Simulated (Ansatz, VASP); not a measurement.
**One calculation of Na, two programs**

```xyz
2
Lattice="3.7443 0.0000 0.0000 -1.8721 3.2426 0.0000 0.0000 0.0000 6.1016" Properties=species:S:1:pos:R:3 pbc="T T T"
Na    0.0000    2.1618    1.5254
Na    1.8721    1.0809    4.5762
```

Alike in both runs: functional PBE; k mesh 15 × 15 × 8; occupations gaussian, width 0.1 eV; no spin polarisation.

Ansatz relaxed the structure, and its values are those at the end. VASP's run is a single point on that final structure, the one shown.

|  | VASP | Ansatz |
| --- | --- | --- |
| version | VASP 6.6.1 | Ansatz 0.2.0 |
| potentials or method | VASP PAW PBE potentials, release 64 (Na_pv) | scalar-relativistic, plane waves, PAW |
| plane-wave cutoff (eV) | 520 | 420 |
| valence electrons in the cell | 14 | 18 |

```tsv
	VASP	Ansatz	Ansatz less VASP
gap on the k mesh at the Fermi level (eV)	none	none	-
pressure (GPa)	0.0	0.0	0.00
```

A gap of «none» marks a metal or a gap that the smearing closes. With one functional, cell and mesh, what is left measures potentials, basis and numerics. The two sets of potentials don't hold the same shells in valence.
